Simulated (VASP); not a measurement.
# HfH2 (I4/mmm) in VASP: notebook

One crystal, HfH2, is run at these levels: PBEsol; tasks: single point.

All numbers are computed with VASP 6.6.1; they aren't measurements. Logs are shortened: lines on timing, memory, paths and dates and some standing lists are left out, and cuts for length are marked.

### 1 The structure

The structure is tetragonal, space group I4/mmm (No. 139). Conventional cell: a = 3.478 Å, b = 3.478 Å, c = 4.361 Å, α = 90.00°, β = 90.00°, γ = 90.00°. Hf (site symmetry 4/mmm) has 8 H at 2.05 Å as nearest neighbours. H (site symmetry -4m2) has 4 Hf at 2.05 Å and 2 H at 2.18 Å as nearest neighbours.

### 2 Single point, PBEsol

Contents of INCAR:

```
PREC = Accurate
ENCUT = 280
EDIFF = 1E-6
ISMEAR = 1
SIGMA = 0.15
LREAL = False
LASPH = True
NELM = 100
ALGO = Normal
ISIF = 2
LWAVE = False
LCHARG = False
GGA = PS
NBANDS = 13
ADDGRID = False
```

Contents of KPOINTS:

```
Automatic mesh
0
Gamma
  14 14 14
```

Contents of POSCAR:

```
HfH2
1.0
   -1.7390000000      1.7390000000      2.1805000000
    1.7390000000     -1.7390000000      2.1805000000
    1.7390000000      1.7390000000     -2.1805000000
Hf H
1 2
Direct
    0.0000000000      0.0000000000      0.0000000000
    0.2500000000      0.7500000000      0.5000000000
    0.7500000000      0.2500000000      0.5000000000
```

Potentials or basis: VASP PAW PBE potentials, release 64 (Hf_pv, H_s).

Started as:

```sh
$ cat potpaw_PBE.64/Hf_pv/POTCAR potpaw_PBE.64/H_s/POTCAR > POTCAR
$ mpirun -np 1 vasp_std > vasp.out
```

OUTCAR:

```text
PREC = Accurate
   ENCUT = 280
   EDIFF = 1E-6
   ISMEAR = 1
   LREAL = False
   LASPH = True
   NELM = 100
   ISIF = 2
   GGA = PS

 Found    244 irreducible k-points:

 Following reciprocal coordinates:
            Coordinates               Weight
  0.000000  0.000000  0.000000      1.000000
  0.071429  0.000000 -0.000000      8.000000
  0.142857  0.000000 -0.000000      8.000000
  0.214286  0.000000 -0.000000      8.000000
  0.285714  0.000000  0.000000      8.000000
  0.357143  0.000000 -0.000000      8.000000
   k-points           NKPTS =    244   k-points in BZ     NKDIM =    244   number of bands    NBANDS=     13
   number of dos      NEDOS =    301   number of ions     NIONS =      3
   total plane-waves  NPLWV =   5832
   dimension x,y,z NGX =    18 NGY =   18 NGZ =   18
   dimension x,y,z NGXF=    36 NGYF=   36 NGZF=   36
   ions per type =               1   2
   NGX,Y,Z   is equivalent  to a cutoff of   9.10,  9.10,  9.10 a.u.
   NGXF,Y,Z  is equivalent  to a cutoff of  18.21, 18.21, 18.21 a.u.
 SYSTEM =  unknown system
   PREC   = accura    normal or accurate (medium, high low for compatibility)
   ISTART =      0    job   : 0-new  1-cont  2-samecut
   ICHARG =      2    charge: 1-file 2-atom 10-const
   ISPIN  =      1    spin polarized calculation?
   LNONCOLLINEAR =      F non collinear calculations
   LSORBIT =      F    spin-orbit coupling
   LASPH  =      T    aspherical Exc in radial PAW
   ENCUT  =  280.0 eV  20.58 Ry    4.54 a.u.   4.48  4.48  4.48*2*pi/ulx,y,z
   NELM   =    100;   NELMIN=  2; NELMDL= -5     # of ELM steps
   EDIFF  = 0.1E-05   stopping-criterion for ELM
   LREAL  =      F    real-space projection
   EDIFFG = 0.1E-04   stopping-criterion for IOM
   NSW    =      0    number of steps for IOM
   IBRION =     -1    ionic relax: 0-MD 1-quasi-New 2-CG
   NFREE  =      0    steps in history (QN), initial steepest desc. (CG)
   ISIF   =      2    stress and relaxation
   ISYM   =      2    0-nonsym 1-usesym 2-fastsym
   POTIM  = 0.5000    time-step for ionic-motion
   TEBEG  =    0.0;   TEEND  =   0.0 temperature during run
   PSTRESS=    0.0 pullay stress
   NELECT =      12.0000    total number of electrons
   NUPDOWN=      -1.0000    fix difference up-down
   EMIN   =  10.00;   EMAX   =-10.00  energy-range for DOS
   EFERMI =   0.00;   METHOD = LEGACY
   ISMEAR =     1;   SIGMA  =   0.15  broadening in eV -4-tet -1-fermi 0-gaus
   EFERMI_NEDOS =   21; number of points for ismear=-14 and -15
   IALGO  =     38    algorithm
   IMIX   =      4    mixing-type and parameters
     AMIX     =   0.40;   BMIX     =  1.00
     AMIX_MAG =   1.60;   BMIX_MAG =  1.00
  volume/ion in A,a.u.               =       8.79        59.33
  Fermi-wavevector in a.u.,A,eV,Ry     =   1.259109  2.379372 21.570088  1.585357
  Thomas-Fermi vector in A             =   2.392686
   LORBIT       =      0    0 simple, 1 ext, 2 COOP (PROOUT), +10 PAW based schemes
   GGA     = PS    functional components
   LHFCALC =     F    Hartree Fock is set to
   AEXX    =    0.0000 exact exchange contribution
   IVDW    =     0    specifies the selected vdW correction
   LEPSILON=     F    determine dielectric tensor
   LRPA    =     F    only Hartree local field effects (RPA)
 non-spin polarized calculation
 Methfessel and Paxton  Order N= 1 SIGMA  =   0.15
  energy-cutoff  :      280.00
  volume of cell :       26.38
 maximum number of plane-waves:       290
 NGX is ok and might be reduce to    18
   NGX =  9   NGY =  9   NGZ =  9

 number of electron      12.0000010 magnetization

 Free energy of the ion-electron system (eV)
  ---------------------------------------------------
  ext. energy  EPLUGINS =         0.00000000
  ---------------------------------------------------
  free energy    TOTEN  =       -18.82591454 eV

  energy without entropy =      -18.82650206  energy(sigma->0) =      -18.82611038

 E-fermi :   5.2451     XC(G=0): -11.5326

 val. band max:        5.2295809588   @ k =   0.0714   0.0714  -0.0000
 cond. band min:       5.2835005439   @ k =  -0.0714   0.4286   0.0714
 fundamental gap:      0.0539195851
 Fermi energy:         5.2451178703

 k-point     1 :       0.0000    0.0000    0.0000
  band No.  band energies     occupation
      1     -25.6959      2.00000
      2     -25.6959      2.00000
      3     -25.6393      2.00000
      4      -6.0321      2.00000
      5       3.9898      2.00000
      6       4.7501      2.00003
      7       4.7501      2.00003
      8       5.5349     -0.01982
      9       7.0783     -0.00000
     10       8.4159      0.00000
     11      16.6222      0.00000
     12      17.0576      0.00000
     13      17.0576      0.00000

 k-point     2 :       0.0714    0.0000   -0.0000
  band No.  band energies     occupation
      1     -25.7180      2.00000
      2     -25.7022      2.00000
      3     -25.6498      2.00000
      4      -5.8929      2.00000
      5       3.0121      2.00000
      6       4.8142      2.00037
      7       5.2040      1.44489
      8       6.2923     -0.00000
      9       7.0350     -0.00000
     10       8.3146      0.00000
     11      15.6578      0.00000
     12      17.3589      0.00000
     13      17.6747      0.00000

 k-point     3 :       0.1429    0.0000   -0.0000
  band No.  band energies     occupation
      1     -25.7925      2.00000
      2     -25.7185      2.00000
      3     -25.6626      2.00000
      4      -5.4889      2.00000
      5       1.8671      2.00000
      6       4.9417      2.01484
      7       5.4849     -0.04624
      8       7.0112     -0.00000
      9       7.6972     -0.00000
     10       8.2030     -0.00000
     11      14.5196      0.00000
     12      17.6720      0.00000
     13      18.2111      0.00000

 k-point     4 :       0.2143    0.0000   -0.0000
  band No.  band energies     occupation
      1     -25.9063      2.00000
      2     -25.7416      2.00000
      3     -25.6717      2.00000
      4      -4.8834      2.00000
      5       0.9373      2.00000
      6       4.9640      2.02350
      7       5.7672     -0.00001
      8       7.2564     -0.00000
      9       7.8198     -0.00000
     10       9.3959      0.00000
     11      13.7114      0.00000
     12      17.2995      0.00000
     13      17.7687      0.00000

 k-point     5 :       0.2857    0.0000    0.0000
  band No.  band energies     occupation
      1     -26.0319      2.00000
      2     -25.7671      2.00000
      3     -25.6800      2.00000
      4      -4.1932      2.00000
      5       0.2930      2.00000
      6       4.8179      2.00043
      7       5.9218     -0.00000
      8       7.8874     -0.00000
      9       7.9401     -0.00000
     10      10.2319      0.00000
     11      13.6786      0.00000
     12      15.3500      0.00000
     13      17.7044      0.00000

 k-point     6 :       0.3571    0.0000   -0.0000
  band No.  band energies     occupation
      1     -26.1426      2.00000
      2     -25.7898      2.00000
      3     -25.6866      2.00000
      4      -3.5915      2.00000
      5      -0.0085      2.00000
      6       4.6178      2.00000
      7       5.8966     -0.00000
      8       8.3632      0.00000
      9       8.7697      0.00000
     10      10.1899      0.00000
     11      13.0587      0.00000
     12      15.2799      0.00000
     13      17.7011      0.00000

 [... further k-points ...]

------------------------ aborting loop because EDIFF is reached ----------------------------------------

  FORCE on cell =-STRESS in cart. coord.  units (eV):
  Direction    XX          YY          ZZ          XY          YZ          ZX
  --------------------------------------------------------------------------------------
  -------------------------------------------------------------------------------------
  Total       -1.0754480     -1.0754480     -1.2973717      0.0000000      0.0000000     -0.0000000
  in kB      -65.3258001    -65.3258001    -78.8060859      0.0000000      0.0000000     -0.0000000
  external PRESSURE =     -69.8192287 kB  Pullay stress =       0.0000000 kB

 VOLUME and BASIS-vectors are now :
 -----------------------------------------------------------------------------
  energy-cutoff  :      280.00
  volume of cell :       26.38
      direct lattice vectors                 reciprocal lattice vectors
    -1.739000000  1.739000000  2.180500000     0.000000000  0.287521564  0.229305205
     1.739000000 -1.739000000  2.180500000     0.287521564  0.000000000  0.229305205
     1.739000000  1.739000000 -2.180500000     0.287521564  0.287521564  0.000000000

 POSITION                                       TOTAL-FORCE (eV/Angst)
 -----------------------------------------------------------------------------------
      0.00000      0.00000      0.00000         0.000000     -0.000000     -0.000000
      1.73900     -0.00000      1.09025         0.000000     -0.000000     -0.000000
     -0.00000      1.73900      1.09025        -0.000000      0.000000      0.000000
 -----------------------------------------------------------------------------------
    total drift:                                0.000000      0.000000      0.000000

  FREE ENERGIE OF THE ION-ELECTRON SYSTEM (eV)
  ---------------------------------------------------
  free  energy   TOTEN  =       -18.8259145375 eV

  energy  without entropy=      -18.8265020577  energy(sigma->0) =      -18.82611038
```

It took 13 s on 1 thread of Intel Xeon 6975P-C (Granite Rapids), shared host; peak memory 0.14 GiB.

The run converged, but some of its settings lie outside the range that counts as converged, so its numbers aren't taken as properties of the crystal.

What came out:

* Free energy: -18.8259 eV
* Pressure: -7.0 GPa
* Band gap on the k mesh: none (metal or under the smearing width)

Caveat: the PAW data sets were made with another functional, which shifts forces and pressure a little.

### 3 Single point, PBEsol

Edit INCAR of step 2 so:

```diff
@@ -1,3 +1,3 @@
 PREC = Accurate
-ENCUT = 280
+ENCUT = 400
 EDIFF = 1E-6
```

Contents of KPOINTS:

```
Automatic mesh
0
Gamma
  12 12 12
```

POSCAR is that of step 2.

Potentials or basis: VASP PAW PBE potentials, release 64 (Hf_pv, H_s).

Started as:

```sh
$ cat potpaw_PBE.64/Hf_pv/POTCAR potpaw_PBE.64/H_s/POTCAR > POTCAR
$ mpirun -np 1 vasp_std > vasp.out
```

It took 12 s on 1 thread of Intel Xeon 6975P-C (Granite Rapids), shared host; peak memory 0.16 GiB.

These settings aren't checked as converged: the numbers below hold their error.

What came out:

| Property | Result |
| --- | --- |
| Free energy | -18.8365 eV |
| Pressure | -5.7 GPa |
| Band gap on the k mesh | none (metal or under the smearing width) |

Caveat: the PAW data sets were made with another functional, which shifts forces and pressure a little.

### 4 Single point, PBEsol

Edit INCAR of step 3 so:

```diff
@@ -1,3 +1,3 @@
 PREC = Accurate
-ENCUT = 400
+ENCUT = 650
 EDIFF = 1E-6
```

Contents of KPOINTS:

```
Automatic mesh
0
Gamma
  10 10 10
```

POSCAR is that of step 3.

Potentials or basis: VASP PAW PBE potentials, release 64 (Hf_pv, H_s).

Started as:

```sh
$ cat potpaw_PBE.64/Hf_pv/POTCAR potpaw_PBE.64/H_s/POTCAR > POTCAR
$ mpirun -np 1 vasp_std > vasp.out
```

OUTCAR:

```text
PREC = Accurate
   ENCUT = 650
   EDIFF = 1E-6
   ISMEAR = 1
   LREAL = False
   LASPH = True
   NELM = 100
   ISIF = 2
   GGA = PS

 Found    102 irreducible k-points:

 Following reciprocal coordinates:
            Coordinates               Weight
  0.000000  0.000000  0.000000      1.000000
  0.100000 -0.000000  0.000000      8.000000
  0.200000 -0.000000  0.000000      8.000000
  0.300000 -0.000000  0.000000      8.000000
  0.400000  0.000000  0.000000      8.000000
  0.500000  0.000000  0.000000      4.000000
[... 175 lines left out ...]
  Direction    XX          YY          ZZ          XY          YZ          ZX
  --------------------------------------------------------------------------------------
  -------------------------------------------------------------------------------------
  Total       -0.8795201     -0.8795201     -1.0045628      0.0000000      0.0000000     -0.0000000
  in kB      -53.4245794    -53.4245794    -61.0200335      0.0000000      0.0000000     -0.0000000
  external PRESSURE =     -55.9563975 kB  Pullay stress =       0.0000000 kB

 VOLUME and BASIS-vectors are now :
 -----------------------------------------------------------------------------
  energy-cutoff  :      650.00
  volume of cell :       26.38
      direct lattice vectors                 reciprocal lattice vectors
    -1.739000000  1.739000000  2.180500000     0.000000000  0.287521564  0.229305205
     1.739000000 -1.739000000  2.180500000     0.287521564  0.000000000  0.229305205
     1.739000000  1.739000000 -2.180500000     0.287521564  0.287521564  0.000000000

 POSITION                                       TOTAL-FORCE (eV/Angst)
 -----------------------------------------------------------------------------------
      0.00000      0.00000      0.00000         0.000000      0.000000      0.000000
      1.73900     -0.00000      1.09025         0.000000     -0.000000     -0.000000
     -0.00000      1.73900      1.09025        -0.000000      0.000000      0.000000
 -----------------------------------------------------------------------------------
    total drift:                               -0.000000     -0.000000      0.000000

  FREE ENERGIE OF THE ION-ELECTRON SYSTEM (eV)
  ---------------------------------------------------
  free  energy   TOTEN  =       -18.8409313483 eV

  energy  without entropy=      -18.8418596462  energy(sigma->0) =      -18.84124078
```

stdout:

```text
POSCAR found type information on POSCAR HfH
 POSCAR found :  2 types and       3 ions
 scaLAPACK will be used
 -----------------------------------------------------------------------------
|                                                                             |
|                                                                             |
|     You enforced a specific xc type in the INCAR file but a different       |
|     I HOPE YOU KNOW WHAT YOU ARE DOING!                                     |
|                                                                             |
 -----------------------------------------------------------------------------

 LDA part: xc-table for (Slater+PW92), standard interpolation
 POSCAR, INCAR and KPOINTS ok, starting setup
 FFT: planning ... GRIDC
 FFT: planning ... GRID_SOFT
 FFT: planning ... GRID
 WAVECAR not read
 entering main loop
```

It took 18 s on 1 thread of Intel Xeon 6975P-C (Granite Rapids), shared host; peak memory 0.19 GiB.

These settings aren't checked as converged: the numbers below hold their error.

What came out:

| Quantity | Value |
| --- | --- |
| Free energy | -18.8409 eV |
| Pressure | -5.6 GPa |
| Band gap on the k mesh | none (metal or under the smearing width) |

Caveat: the PAW data sets were made with another functional, which shifts forces and pressure a little.

### 5 Single point, PBEsol

Edit INCAR of step 4 so:

```diff
@@ -1,3 +1,3 @@
 PREC = Accurate
-ENCUT = 650
+ENCUT = 460
 EDIFF = 1E-6
```

Contents of KPOINTS:

```
Automatic mesh
0
Gamma
  12 12 12
```

POSCAR is that of step 4.

Started as:

```sh
$ cat potpaw_PBE.64/Hf_pv/POTCAR potpaw_PBE.64/H_s/POTCAR > POTCAR
$ mpirun -np 1 vasp_std > vasp.out
```

It took 12 s on 1 thread of Intel Xeon 6975P-C (Granite Rapids), shared host; peak memory 0.17 GiB.

These settings aren't checked as converged: the numbers below hold their error.

Results:

- Free energy: -18.8381 eV
- Pressure: -5.6 GPa
- Band gap on the k mesh: none (metal or under the smearing width)

Caveat: the PAW data sets were made with another functional, which shifts forces and pressure a little.
